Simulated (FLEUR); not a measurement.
Crystal: CdS (Hawleyite).

```
Cd S
1.0
     0.00000    2.91650    2.91650
     2.91650    0.00000    2.91650
     2.91650    2.91650    0.00000
Cd S
1 1
Direct
  0.00000 0.00000 0.00000
  0.75000 0.75000 0.75000
```

Base run:

```yaml
Program: FLEUR MaX-R8.1 (later development tree)
Functional: LDA
Potentials_or_basis: all-electron
Basis: FLAPW
Kmax: 5.19 1/bohr
k_mesh: 8 × 8 × 8
Occupations: fermi-dirac, width 0.05 eV
Spin: no spin polarisation
```

Its results: band gap on the k mesh 0.86 eV, direct.

The run is repeated on the same cell with these changes: functional from LDA to AM05. What comes out?

Band gap on the k mesh 1.11 eV, direct.

Not every run made on this cell is shown here.
